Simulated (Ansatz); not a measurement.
**Mo: energy and stress against strain**

The task, for Mo: see how energy and stress answer to the strain pattern (0, 0, 0, 0, 1, 0).

Method: DFT PBEsol, scalar-relativistic, plane waves, PAW, in Ansatz 0.2.0.

2 further runs of the same task are left out: 2 set aside as unsound or not needed. Runs told in other sessions of the task aren't counted.

## (1) The starting structure

It takes space group P6/mmm (No. 191, hexagonal). Conventional cell: a = 2.742 Å, b = 2.742 Å, c = 2.492 Å, α = 90.00°, β = 90.00°, γ = 120.00°. Around Mo (site symmetry 6/mmm) lie 8 Mo at 2.49 to 2.74 Å.

Coordinates:

```cif
data_structure
_symmetry_space_group_name_H-M 'P 1'
_symmetry_Int_Tables_number 1
_cell_length_a 2.7423
_cell_length_b 2.7423
_cell_length_c 2.4921
_cell_angle_alpha 90.000
_cell_angle_beta 90.000
_cell_angle_gamma 120.000
_cell_volume 16.23
loop_
_atom_site_label
_atom_site_type_symbol
_atom_site_fract_x
_atom_site_fract_y
_atom_site_fract_z
_atom_site_occupancy
Mo1 Mo 0.00000 0.00000 0.50000 1
```

It goes back to an entry of the Materials Project, which need not be the stable form.

It is the result of an earlier relaxation at this level (volume 16.23 Å³/atom; gap on the mesh: none (metal)).

## (2) Zero of energy

Reference values: F = -4896.5701 eV; pressure 0.07 GPa; largest force 0.000 eV/Å; gap on the mesh none (metal). It was computed beforehand with the settings of the runs below.

## (3) Next: energy and stress against strain

The cell is strained by ε times the Voigt pattern (0, 0, 0, 0, 1, 0) (xx, yy, zz, yz, xz, xy; engineering shear), with fractional coordinates fixed (clamped ions). The stress on the pattern is the sum of the stress components weighted by it, tension positive.

## (4) At ε = -0.0400

input.yaml reads:

```yaml
crystal:
  lattice:
    - [2.7423354202, 0.0, -0.0548467084]
    - [-1.3711677101, 2.3749321396, 0.0274233542]
    - [-0.0498414215, 0.0, 2.4920710759]
  atoms:
    - { symbol: Mo, position: [0.0, 0.0, 0.5] }
basis:
  ecutwfc: 420
kpoints:
  mp_grid: { grid: [24, 24, 24] }
hamiltonian:
  xc: pbesol
scf:
  occupations: { method: gaussian, width: 0.15 }
output:
  forces: true
  stress: true
  eigenvalues: true
```

Command:

```bash
$ ansatz run input.yaml --threads 1 --pin off --max-ram 2560MiB --backend cpu --events-out ev --progress --plain --runs-dir out
```

## (5) At ε = 0.0300

input.yaml, as its differences from that of step 4:

```diff
@@ -2,5 +2,5 @@
   lattice:
-    - [2.7423354202, 0.0, -0.0548467084]
-    - [-1.3711677101, 2.3749321396, 0.0274233542]
-    - [-0.0498414215, 0.0, 2.4920710759]
+    - [2.7423354202, 0.0, 0.0411350313]
+    - [-1.3711677101, 2.3749321396, -0.0205675157]
+    - [0.0373810661, 0.0, 2.4920710759]
   atoms:
```

## (6) At ε = -0.0200

input.yaml, as its differences from that of step 5:

```diff
@@ -2,5 +2,5 @@
   lattice:
-    - [2.7423354202, 0.0, 0.0411350313]
-    - [-1.3711677101, 2.3749321396, -0.0205675157]
-    - [0.0373810661, 0.0, 2.4920710759]
+    - [2.7423354202, 0.0, -0.0274233542]
+    - [-1.3711677101, 2.3749321396, 0.0137116771]
+    - [-0.0249207108, 0.0, 2.4920710759]
   atoms:
```

## (7) At ε = 0.0100

input.yaml, as its differences from that of step 6:

```diff
@@ -2,5 +2,5 @@
   lattice:
-    - [2.7423354202, 0.0, -0.0274233542]
-    - [-1.3711677101, 2.3749321396, 0.0137116771]
-    - [-0.0249207108, 0.0, 2.4920710759]
+    - [2.7423354202, 0.0, 0.0137116771]
+    - [-1.3711677101, 2.3749321396, -0.0068558386]
+    - [0.0124603554, 0.0, 2.4920710759]
   atoms:
```

## (8) Point ε = 0.0350

input.yaml, as its differences from that of step 7:

```diff
@@ -2,5 +2,5 @@
   lattice:
-    - [2.7423354202, 0.0, 0.0137116771]
-    - [-1.3711677101, 2.3749321396, -0.0068558386]
-    - [0.0124603554, 0.0, 2.4920710759]
+    - [2.7423354202, 0.0, 0.0479908699]
+    - [-1.3711677101, 2.3749321396, -0.0239954349]
+    - [0.0436112438, 0.0, 2.4920710759]
   atoms:
```

## (9) Point ε = 0.0250

input.yaml, as its differences from that of step 8:

```diff
@@ -2,5 +2,5 @@
   lattice:
-    - [2.7423354202, 0.0, 0.0479908699]
-    - [-1.3711677101, 2.3749321396, -0.0239954349]
-    - [0.0436112438, 0.0, 2.4920710759]
+    - [2.7423354202, 0.0, 0.0342791928]
+    - [-1.3711677101, 2.3749321396, -0.0171395964]
+    - [0.0311508884, 0.0, 2.4920710759]
   atoms:
```

## (10) Point ε = 0.0150

input.yaml reads:

```yaml
crystal:
  lattice:
    - [2.7423354202, 0.0, 0.0205675157]
    - [-1.3711677101, 2.3749321396, -0.0102837578]
    - [0.0186905331, 0.0, 2.4920710759]
  atoms:
    - { symbol: Mo, position: [0.0, 0.0, 0.5] }
basis:
  ecutwfc: 420
kpoints:
  mp_grid: { grid: [24, 24, 24] }
hamiltonian:
  xc: pbesol
scf:
  occupations: { method: gaussian, width: 0.15 }
output:
  forces: true
  stress: true
  eigenvalues: true
  write_density: true
  write_potential: true
  elf: true
  volumetric_format: npy
```

(Steps that only read results are left out.)

What does the calculation give? Wanted: slope of the stress at ε = 0, from the points at -0.0200, 0 and 0.0100.

The runs gave:

| quantity | value |
| --- | --- |
| slope of the stress at ε = 0, from the points at -0.0200, 0 and 0.0100 | -91 GPa |

**Reading.** The slope of the stress at zero strain, -91 GPa, estimates C55 with clamped ions in this Cartesian frame; a negative value means that the cell is unstable against this strain. The undisturbed cell is not the lowest point: the energy is 7.3 meV/atom lower at ε = -0.0400.
